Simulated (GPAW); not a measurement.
# Fe (Fmmm) in GPAW: further runs

The runs below take Fe through single point, with PBE, LDA.

Everything below comes from runs of GPAW 26.7.0. Logs are shortened: lines on timing, memory, paths and dates and some standing lists are left out, and cuts for length are marked. The log counts tension as positive stress, the text compression.

## (1) The crystal as given

The structure is orthorhombic, space group Fmmm (No. 69). The conventional cell has a = 2.997 Å, b = 3.883 Å, c = 3.930 Å, α = 90.00°, β = 90.00°, γ = 90.00°. Fe (site symmetry mmm) has 12 Fe at 2.45 to 2.76 Å as nearest neighbours.

## (2) Single point, PBE, collinear spin, ferromagnetic start

File run.py:

```python
from ase.dft.bandgap import bandgap
from ase.io import read, write
from ase.units import GPa
from gpaw import GPAW, PW

atoms = read('Fe.cif')
atoms.set_initial_magnetic_moments([4.0, 4.0, 4.0, 4.0])

calc = GPAW(mode=PW(500),
            xc='PBE',
            kpts={'size': (7, 6, 6), 'gamma': True},
            occupations={'name': 'fermi-dirac', 'width': 0.05},
            nbands=34,
            maxiter=120,
            txt='gpaw.txt')
atoms.calc = calc
energy = atoms.get_potential_energy()
forces = atoms.get_forces()
stress = atoms.get_stress()
calc.write('gs.gpw')
write('result.traj', atoms)
print(f'Energy: {energy:.6f} eV')
print('Forces (eV/A):')
print(forces.round(4))
print('Stress (GPa):', (stress / GPa).round(3))
print('Moments:', calc.get_magnetic_moments().round(3))
print('Fermi level:', round(calc.get_fermi_level(), 4), 'eV')
print(f'Gap: {bandgap(calc)[0]:.4f} eV, direct: {bandgap(calc, direct=True)[0]:.4f} eV')
```

File Fe.cif:

```cif
data_Fe
_cell_length_a 2.99687942
_cell_length_b 3.88347938
_cell_length_c 3.93021032
_cell_angle_alpha 90.00000000
_cell_angle_beta 90.00000000
_cell_angle_gamma 90.00000000
_space_group_name_H-M_alt 'Fmmm'
_space_group_name_Hall '-F 2 2'
_space_group_IT_number 69
loop_
_space_group_symop_operation_xyz
'x,y,z'
'-x,-y,-z'
'-x,-y,z'
'x,y,-z'
'x,-y,-z'
'-x,y,z'
'-x,y,-z'
'x,-y,z'
'x,y+1/2,z+1/2'
'-x,-y+1/2,-z+1/2'
'-x,-y+1/2,z+1/2'
'x,y+1/2,-z+1/2'
'x,-y+1/2,-z+1/2'
'-x,y+1/2,z+1/2'
'-x,y+1/2,-z+1/2'
'x,-y+1/2,z+1/2'
'x+1/2,y,z+1/2'
'-x+1/2,-y,-z+1/2'
'-x+1/2,-y,z+1/2'
'x+1/2,y,-z+1/2'
'x+1/2,-y,-z+1/2'
'-x+1/2,y,z+1/2'
'-x+1/2,y,-z+1/2'
'x+1/2,-y,z+1/2'
'x+1/2,y+1/2,z'
'-x+1/2,-y+1/2,-z'
'-x+1/2,-y+1/2,z'
'x+1/2,y+1/2,-z'
'x+1/2,-y+1/2,-z'
'-x+1/2,y+1/2,z'
'-x+1/2,y+1/2,-z'
'x+1/2,-y+1/2,z'
loop_
_atom_site_label
_atom_site_type_symbol
_atom_site_symmetry_multiplicity
_atom_site_Wyckoff_symbol
_atom_site_fract_x
_atom_site_fract_y
_atom_site_fract_z
_atom_site_occupancy
Fe1 Fe 4 a 0.0000000000 0.0000000000 0.0000000000 1
```

Potentials or basis: GPAW PAW data sets (gpaw-data 1.2.1), pw.

Run with:

```sh
$ OMP_NUM_THREADS=1 python run.py
```

gpaw.txt:

```text
__  _  _
 | _ |_)|_||  |
 |__||  | ||/\| - 26.7.0

Input parameters:
  mode=PW(ecut=500.0),
  kpts=MonkhorstPack(size=(7, 6, 6), gamma=True),
  maxiter=120,
  nbands=34,
  occupations=Occupations(name='fermi-dirac', width=0.05),
  xc=XC(name='PBE')

Diagonalizing LCAO Hamiltonian
Converting LCAO to pw mode
   .------.
  /|      |
 * |      |
 |Fe      |
 | |      |
 | .-Fe---.
 |/   Fe /
 Fe-----*

Atoms  # Å, Bohr magnetons
|   | symbol |        x |        y |        z |    initial magnetic moments |
|---|--------|----------|----------|----------|-----------------------------|
| 0 |     Fe | 0.000000 | 0.000000 | 0.000000 | ( 0.0000,  0.0000,  4.0000) |
| 1 |     Fe | 0.000000 | 1.941740 | 1.965105 | ( 0.0000,  0.0000,  4.0000) |
| 2 |     Fe | 1.498440 | 0.000000 | 1.965105 | ( 0.0000,  0.0000,  4.0000) |
| 3 |     Fe | 1.498440 | 1.941740 | 0.000000 | ( 0.0000,  0.0000,  4.0000) |

Unit cell  # Å
| periodic |        x |        y |        z |  lengths |    angles |
|----------|----------|----------|----------|----------|-----------|
|      yes | 2.996879 | 0.000000 | 0.000000 | 2.996879 | 90.000000 |
|      yes | 0.000000 | 3.883479 | 0.000000 | 3.883479 | 90.000000 |
|      yes | 0.000000 | 0.000000 | 3.930210 | 3.930210 | 90.000000 |

Number of symmetries: 8
Symmetry operations  # r_c * U_cc + t_c -> r_c
|   | kind |            matrix            |
|---|------|------------------------------|
| 0 |  E   |  1, 0, 0,  0, 1, 0,  0, 0, 1 |
| 1 |  σ   |  1, 0, 0,  0, 1, 0,  0, 0,-1 |
| 2 |  σ   |  1, 0, 0,  0,-1, 0,  0, 0, 1 |
| 3 |  C2  |  1, 0, 0,  0,-1, 0,  0, 0,-1 |
| 4 |  σ   | -1, 0, 0,  0, 1, 0,  0, 0, 1 |
| 5 |  C2  | -1, 0, 0,  0, 1, 0,  0, 0,-1 |
| 6 |  C2  | -1, 0, 0,  0,-1, 0,  0, 0, 1 |
| 7 |  i   | -1, 0, 0,  0,-1, 0,  0, 0,-1 |

BZ-sampling:
  Number of BZ points: 252
  Number of IBZ points: 64

  Monkhorst-Pack size: [7, 6, 6]
  Monkhorst-Pack shift: [0.0, 0.08333333333333333, 0.08333333333333333]

K-points  # in reciprocal-cell coordinates
|     |                                coordinates |     weight |
|-----|--------------------------------------------|------------|
|   0 | (  0.00000000,   0.00000000,   0.00000000) | 0.00396825 |
|   1 | (  0.00000000,   0.00000000,   0.16666667) | 0.00793651 |
|   2 | (  0.00000000,   0.00000000,   0.33333333) | 0.00793651 |
|   3 | (  0.00000000,   0.00000000,   0.50000000) | 0.00396825 |
|   4 | (  0.00000000,   0.16666667,   0.00000000) | 0.00793651 |
|   5 | (  0.00000000,   0.16666667,   0.16666667) | 0.01587302 |
|   6 | (  0.00000000,   0.16666667,   0.33333333) | 0.01587302 |
|   7 | (  0.00000000,   0.16666667,   0.50000000) | 0.00793651 |
|   8 | (  0.00000000,   0.33333333,   0.00000000) | 0.00793651 |
|   9 | (  0.00000000,   0.33333333,   0.16666667) | 0.01587302 |
| ... |                                            |            |
|  63 | (  0.42857143,   0.50000000,   0.50000000) | 0.00793651 |

Plane wave coefficients: 1194
Cutoff: 500.0 eV

Spin-components: 2 (collinear spins)
Bands:           34
Projectors:      24
Spin-degeneracy: 1
Datatype:        complex128

Parallelization:
  kpt:    1
  domain: 1
  band:   1

Density:
  Valence electrons: 32.0
  Components: 2
  Grid points: [16 21 21]
  Charge: 0.0  # |e|

Potential:
  Grid points: [16 21 21]

species:
  Fe:
    name:    Iron
    Z:       26.0
    valence: 8
    core:    18
    charge:  0.0  # [|e|]
    compensation charges:
      type: gauss
      rc: 0.33  # [Å]
      lmax: 2
    cutoffs:
      filter: 2.06  # [Å]
      core: 2.67  # [Å]
    projectors
    | kind |    occ | energy [eV] | rcut [Å] |
    |------|--------|-------------|----------|
    |   4s |  2.000 |      -5.291 |    1.164 |
    |   4p |  0.000 |      -1.326 |    1.058 |
    |   3d |  6.000 |      -7.505 |    1.058 |
    |    s |        |      21.920 |    1.164 |
    |    p |        |      25.885 |    1.058 |
    |    d |        |      19.706 |    1.058 |

    Using partial waves for Fe as LCAO basis

Reference energy: -138477.818400  # eV

eigensolver:
  PPCG
  Converge bands: occupied
  niter=2

density mixing:
  MSR1-Mixer
  Pratt-step length: 0.05
  Maximum mixing coefficient: 0.75
  Old densities: 10
  SVD Regularization: 0.005
  Good broyden scale: 1.0
  Trust region scale: 1.0
  Backstep threshold: 4.0
  History deletion threshold: 6.0
  Fourier metric: weight=20.0, sigma=0.015

occupation numbers:
  Fermi-Dirac:
    width: 0.0500  # eV

poisson solver:
  ecut: 4000.0  # eV

xc functional:
  name: PBE with 2 nearest neighbor stencil

convergence criteria:
- Maximum [total energy] change in last 3 cyles: 0.0005 eV / valence electron
- Maximum integral of absolute [dens]ity change: 0.0001 electrons / valence electron
- Maximum integral of absolute [eigenst]ate change: 4e-08 eV^2 / valence electron
maximum number of iterations: 120

SCF iterations
|iter     | |      energy | eigst |  dens |  magmom |
|---------|-|-------------|-------|-------|---------|
|iter:   1| |  -34.340644 | +0.35 |       | +16.0282|
|iter:   2| |  -34.459237 | -1.73 | -0.71 | +15.7761|
|iter:   3| |  -35.728500 | -1.83 | -0.73 | +11.5914|
|iter:   4| |  -36.176629 | -2.30 | -1.23 |  +9.8941|
|iter:   5| |  -36.451003 | -2.17 | -1.14 |  +9.3012|
|iter:   6| |  -35.960668 | -2.34 | -1.05 |  +8.6638|
|iter:   7| |  -35.997720 | -3.41 | -1.66 |  +8.8424|
|iter:   8| |  -36.024041 | -3.60 | -1.90 |  +8.8186|
|iter:   9| |  -36.194217 | -2.72 | -1.60 |  +8.9214|
|iter:  10| |  -36.111923 | -2.50 | -1.19 |  +9.0744|
|iter:  11| |  -35.991152 | -3.19 | -1.31 |  +8.7292|
|iter:  12| |  -36.001749 | -3.74 | -1.94 |  +8.7011|
|iter:  13| |  -36.002636c| -4.73 | -2.44 |  +8.7326|
|iter:  14| |  -36.002961c| -5.72 | -2.63 |  +8.7472|
|iter:  15| |  -36.003052c| -5.49 | -2.59 |  +8.7677|
|iter:  16| |  -36.003342c| -5.61 | -2.92 |  +8.7938|
|iter:  17| |  -36.003210c| -6.12 | -2.84 |  +8.7957|
|iter:  18| |  -36.003211c| -7.11 | -3.68 |  +8.7959|
|iter:  19| |  -36.003212c| -7.59c| -3.99 |  +8.7971|
|iter:  20| |  -36.003215c| -7.84c| -4.44c|  +8.7978|

Converged in 20 steps
Energy contributions relative to reference atoms: (reference = -138477.818400)

Energy contributions:
  Kinetic:          31.007952
  Coulomb:         -26.099595
  Zero:              0.382342
  External:          0.000000
  Xc:              -41.277592
  Entropy:          -0.032643
  Spinorbit:         0.000000
  ----------------------------
  Free energy:     -36.019536
  Extrapolated:    -36.003215

dipole moment: (-14.689206, -19.034872, -19.263921)  # |e|*Ang

Total magnetic moment: (0.000000, 0.000000, 8.797778)

Local magnetic moments
|        x |        y |        z |
|----------|----------|----------|
| 0.000000 | 0.000000 | 2.238885 |  # Fe   0
| 0.000000 | 0.000000 | 2.238788 |  # Fe   1
| 0.000000 | 0.000000 | 2.238664 |  # Fe   2
| 0.000000 | 0.000000 | 2.238659 |  # Fe   3

Fermi level: 10.076
Eigenvalues  # (at kpt = [0.000, 0.000, 0.000])
| band index |      eig [eV] | occ [0-1] |      eig [eV] | occ [0-1] |
|------------|---------------|-----------|---------------|-----------|
|          0 |         1.524 |     1.000 |         1.677 |     1.000 |
|        ... |               |           |               |           |
|          5 |         6.333 |     1.000 |         7.934 |     1.000 |
|          6 |         6.350 |     1.000 |         7.992 |     1.000 |
|          7 |         7.610 |     1.000 |         9.446 |     1.000 |
|          8 |         7.696 |     1.000 |         9.593 |     1.000 |
|          9 |         8.034 |     1.000 |        10.097 |     0.394 |
|         10 |         8.718 |     1.000 |        10.899 |     0.000 |
[... 8 lines left out ...]
|         19 |        10.468 |     0.000 |        12.375 |     0.000 |
|         20 |        10.545 |     0.000 |        12.438 |     0.000 |
|        ... |               |           |               |           |
|         33 |        28.486 |     0.000 |        31.958 |     0.000 |

No gap
No difference between direct/indirect transitions

Forces  # eV/Ang
|        x |       y |       z |
|----------|---------|---------|
|  0.00000 | 0.00000 | 0.00000 |  # Fe   0
| -0.00000 | 0.00000 | 0.00000 |  # Fe   1
|  0.00000 | 0.00000 | 0.00000 |  # Fe   2
| -0.00000 | 0.00000 | 0.00000 |  # Fe   3

Stress tensor  # eV/Ang^3
|        x |         y |         z |
|----------|-----------|-----------|
| 0.036179 |  0.000000 |  0.000000 |
| 0.000000 | -0.028471 |  0.000000 |
| 0.000000 |  0.000000 | -0.015533 |

# Writing to gs.gpw (mode='')
```

Wall time 3.6 min (1 thread of Arm Neoverse V1, shared host); peak memory 0.23 GiB.

Results:

```
Free energy            : -36.0195 eV
Pressure               : 0.4 GPa
Band gap on the k mesh : none (metal or under the smearing width)
Net moment             : 8.80 μB per cell
Site moments           : Fe +2.24 μB
```

Levels at points of the mesh, in eV from the Fermi level:
Spin up:
```csv
k point,band 17,band 18,band 19,band 20,band 21,band 22,band 23,band 24
"(0.00, 0.00, 0.00)",-0.03,0.10,0.22,0.39,0.47,0.73,0.96,7.71
"(0.00, 0.00, 0.50)",-1.08,-1.08,-1.02,-1.02,0.34,0.34,5.75,5.75
"(0.00, 0.50, 0.00)",-1.11,-1.11,-1.08,-1.08,0.25,0.25,5.66,5.66
"(0.00, 0.50, 0.50)",-1.15,-1.15,-1.15,-1.15,0.46,0.46,0.46,0.46
```
Spin down:
| k point | band 8 | band 9 | band 10 | band 11 | band 12 | band 13 | band 14 | band 15 | band 16 | band 17 |
| --- | --- | --- | --- | --- | --- | --- | --- | --- | --- | --- |
| (0.00, 0.00, 0.00) | -0.63 | -0.48 | 0.02 | 0.82 | 1.05 | 1.30 | 1.88 | 1.91 | 1.94 | 2.03 |
| (0.00, 0.00, 0.50) | -1.43 | -0.53 | -0.53 | -0.44 | -0.44 | 0.84 | 0.84 | 0.88 | 0.88 | 1.63 |
| (0.00, 0.50, 0.00) | -1.33 | -0.46 | -0.46 | -0.45 | -0.45 | 0.80 | 0.80 | 0.84 | 0.84 | 1.59 |
| (0.00, 0.50, 0.50) | -0.73 | -0.40 | -0.40 | -0.40 | -0.40 | 0.15 | 0.15 | 0.15 | 0.15 | 0.85 |

Caveat: the cutoff is short for stress and forces, so pressures can be off by a GPa or more.

## (3) Single point, LDA, collinear spin, ferromagnetic start

Changes to run.py since step 2:

```diff
@@ -3,12 +3,14 @@
 from ase.units import GPa
-from gpaw import GPAW, PW
+from gpaw import GPAW, PW, setup_paths
 
-atoms = read('Fe.cif')
-atoms.set_initial_magnetic_moments([4.0, 4.0, 4.0, 4.0])
+setup_paths.insert(0, '.')
+
+atoms = read('POSCAR')
+atoms.set_initial_magnetic_moments([4.0])
 
 calc = GPAW(mode=PW(500),
-            xc='PBE',
-            kpts={'size': (7, 6, 6), 'gamma': True},
+            xc='LDA',
+            kpts={'size': (10, 10, 10), 'gamma': True},
             occupations={'name': 'fermi-dirac', 'width': 0.05},
-            nbands=34,
+            nbands=12,
             maxiter=120,
```

File POSCAR:

```
Fe
1.0
    0.0000000000      1.9417396906      1.9651051623
    1.4984397099      0.0000000000      1.9651051623
    1.4984397099      1.9417396906      0.0000000000
Fe
1
Direct
    0.0000000000      0.0000000000      0.0000000000
```

Potentials or basis: PAW data sets generated in the run's folder for this functional, pw.

Run with:

```sh
$ gpaw-setup -f LDA Fe
$ OMP_NUM_THREADS=1 python run.py
```

Wall time 38 s (1 thread of Arm Neoverse V1, shared host); peak memory 0.15 GiB.

Results (log left out):

- Free energy: -10.0447 eV
- Pressure: -18.7 GPa
- Band gap on the k mesh: none (metal or under the smearing width)
- Net moment: 2.15 μB per cell
- Site moments: Fe +2.15 μB

Stress tensor (GPa, compression positive):
```
-24.64   0.00   0.00
  0.00 -14.84   0.00
  0.00   0.00 -16.51
```

Levels at points of the mesh, in eV from the Fermi level:
Spin up:
| k point | band 3 | band 4 | band 5 | band 6 | band 7 | band 8 |
| --- | --- | --- | --- | --- | --- | --- |
| (0.00, 0.00, 0.00) | -2.39 | -2.02 | -1.24 | -0.83 | 8.60 | 8.72 |
| (0.00, 0.50, 0.50) | 0.03 | 0.12 | 0.22 | 7.58 | 8.72 | 8.75 |
| (0.50, 0.00, 0.50) | -0.69 | -0.64 | 0.48 | 0.86 | 7.93 | 8.67 |
| (0.50, 0.50, 0.00) | -0.66 | -0.58 | 0.41 | 0.64 | 7.66 | 8.73 |
| (0.50, 0.50, 0.50) | -1.31 | -0.70 | 0.08 | 0.34 | 6.95 | 8.61 |
Spin down:
```
           k point  band 1  band 2  band 3  band 4  band 5  band 6  band 7
(0.00, 0.00, 0.00)   -8.26   -0.71   -0.58   -0.11    1.02    1.58   10.46
(0.00, 0.50, 0.50)   -3.31   -3.10    2.16    2.20    2.29    8.12   10.54
(0.50, 0.00, 0.50)   -3.70   -2.16    1.22    1.61    1.74    2.57    9.29
(0.50, 0.50, 0.00)   -3.72   -2.21    0.99    1.66    1.81    2.53    9.03
(0.50, 0.50, 0.50)   -3.74   -1.52    0.42    0.91    1.66    2.47    8.34
```

Caveat: the cutoff is short for stress and forces, so pressures can be off by a GPa or more; so large a pressure means that the cell lies far from this level's equilibrium, or that cutoff or potentials fall short.
